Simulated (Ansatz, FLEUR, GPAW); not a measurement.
One calculation of BaTiO3, 3 ways

```
Ba Ti O
1.0
     4.00600    0.00000    0.00000
     0.00000    4.00600    0.00000
     0.00000    0.00000    4.00600
Ba Ti O
1 1 3
Direct
  0.49958 0.49322 0.50628
  0.00007 0.99796 0.98907
  0.00338 0.00764 0.49317
  0.00026 0.49397 0.00679
  0.50262 0.99346 0.00855
```

Atoms were shifted at random by some hundredths of an Å from the given cell, which wasn't relaxed again for these runs.

Alike in all runs: task single point; functional PBEsol; k mesh 7 × 7 × 7; occupations fermi-dirac, width 0.05 eV; no spin polarisation; no spin-orbit coupling. Pressure is positive in compression and, in plane waves, holds the error of the finite cutoff.

```tsv
program and potentials	plane-wave cutoff (eV)	notes	pressure (GPa)	largest force (eV/Å)
Ansatz, all-electron LAPW, scalar-relativistic	-	-	-4.59	0.735
FLEUR, all-electron, FLAPW	-	-	-	0.736
GPAW, PAW data sets generated for this functional	800	-	-3.13	0.727
```

Force on atom 3 (O), eV/Å:

```json
{"program and potentials": "Ansatz, all-electron LAPW, scalar-relativistic", "x": "-0.025", "y": "-0.269", "z": "0.683"}
{"program and potentials": "FLEUR, all-electron, FLAPW", "x": "-0.024", "y": "-0.268", "z": "0.685"}
{"program and potentials": "GPAW, PAW data sets generated for this functional", "x": "-0.027", "y": "-0.279", "z": "0.671"}
```

The pressure spans -4.59 (Ansatz, all-electron LAPW, scalar-relativistic) to -3.13 GPa (GPAW, PAW data sets generated for this functional), with all-electron results at -4.59.

The functional is the same throughout but for its coding, so the spread measures potentials, basis and numerics; runs on potential files found faulty are left out.
